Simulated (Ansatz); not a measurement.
A 2-atom cell of BP started from a crystallographic database, relaxed with r2SCAN, was run in Ansatz 0.2.0 under altered settings. All numbers are computed, without spin polarisation but where a row says otherwise.

```xyz
2
Lattice="0.0000 2.2683 2.2683 2.2683 0.0000 2.2683 2.2683 2.2683 0.0000" Properties=species:S:1:pos:R:3 pbc="T T T"
B     0.0000    0.0000    0.0000
P     1.1342    1.1342    1.1342
```

The base run's other keys:
```yaml
kpoints:
  mp_grid: { grid: [4, 4, 4] }
hamiltonian:
  xc: hse06
scf:
  occupations: { method: fixed }
  n_extra_bands: 4
```

It takes 9 iterations with 459 plane waves at 420 eV and 8 k points, and leaves a mean stress of -0.35 GPa. The gap over this mesh is 2.095 eV. It ran on 4 threads of Arm Neoverse N1, on a shared host.

Outcomes, with energy and stress as changes against the base:
```csv
setting,outcome,ΔF (meV/atom),Δ mean stress (GPa),gap on the mesh (eV),iterations,wall time
"PBE hybrid, exx coeff 0.3, omega 0.5 1/Å",converged,–,+0.6,1.699,9,3.3 s
"PBE hybrid, exx coeff 0.2, omega 0.1 1/Å",converged,–,+0.4,2.194,9,3.1 s
"PBE hybrid, exx coeff 0.75, omega 0.3 1/Å",converged,–,-4.2,3.186,15,3.9 s
hamiltonian.xc: wpbeh,converged,–,+0.6,2.153,10,3.2 s
scf.occupations: fermi_dirac 0.5,converged,-12.1,-0.1,2.057,13,3.2 s
```
A dash marks a value that wasn't obtained or can't be compared. Stress is positive in compression. The base took 3.2 s.

- PBE hybrid, exx coeff 0.3, omega 0.5 1/Å. That is 30 % exact exchange, screened with ω = 0.5 1/Å, against HSE06's 25 % screened at 0.208 1/Å. The mean stress moves by +0.6 GPa and the gap on the mesh by -0.396 eV (to 1.699). Totals of different functionals aren't comparable.
- PBE hybrid, exx coeff 0.2, omega 0.1 1/Å. That is 20 % exact exchange, screened with ω = 0.1 1/Å, against HSE06's 25 % screened at 0.208 1/Å. The mean stress moves by +0.4 GPa and the gap on the mesh by +0.100 eV (to 2.194). Totals of different functionals aren't comparable. The program warns that on this mesh the truncation of the exchange isn't bounded, so part of the change can be an error of the mesh.
- PBE hybrid, exx coeff 0.75, omega 0.3 1/Å. That is 75 % exact exchange, screened with ω = 0.3 1/Å, against HSE06's 25 % screened at 0.208 1/Å. The mean stress moves by -4.2 GPa and the gap on the mesh by +1.091 eV (to 3.186). Totals of different functionals aren't comparable.
- hamiltonian.xc: wpbeh. The mean stress moves by +0.6 GPa and the gap on the mesh by +0.058 eV (to 2.153). It's another functional on the same cell, so totals aren't comparable.

The stress of a hybrid is loosely converged in these runs.

The meshes of the hybrids are coarse, so their gaps aren't converged to the digits shown.
